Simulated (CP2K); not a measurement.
Runs of CP2K 2026.2 on MgTe. It takes space group F-43m (No. 216, cubic). The conventional cell has a = 6.464 Å, b = 6.464 Å, c = 6.464 Å, α = 90.00°, β = 90.00°, γ = 90.00°. Around Te (site symmetry -43m) lie 4 Mg at 2.80 Å. Around Mg (site symmetry -43m) lie 4 Te at 2.80 Å. The cell comes from a database or a generator and needn't be the stable form of this composition.

```tsv
level	potentials or basis	spin	k points reduced by the point group	soc after scf	gap on the mesh (eV)	pressure (GPa)
PBE	GTH_POTENTIALS Te GTH-PBE-q6, Mg GTH-PBE-q10; DZVP-MOLOPT-SR-GTH basis	off	yes	-	2.24	1.5
PBEsol	GTH_POTENTIALS Te GTH-PBE-q6, Mg GTH-PBE-q10; DZVP-MOLOPT-SR-GTH basis	off	yes	-	(a)	0.8
PBE	GTH_SOC_POTENTIALS Te GTH-PBE-q6, Mg GTH-PBE-q10; DZVP-MOLOPT-SR-GTH basis	SOC, no magnetisation	-	yes	-	1.5
PBEsol	GTH_SOC_POTENTIALS Te GTH-PBE-q6, Mg GTH-PBE-q10; DZVP-MOLOPT-SR-GTH basis	SOC, no magnetisation	-	yes	-	0.8
```

Alike in all rows: task band structure; cell as given; k mesh 7 × 7 × 7; smearing fermi-dirac 0.05 eV.

**Question.** Fill in the values left out.

**Answer.** (a) 2.10.

Caveats: the basis of atomic orbitals isn't converged, which shifts pressures, moduli and gaps; spin-orbit coupling is left out, which moves the levels of the heavy elements (some runs); the potentials were made for another functional, which shifts forces and pressure (some runs).

A k mesh can miss the band edges, and rows without SOC leave out spin-orbit coupling on Te.
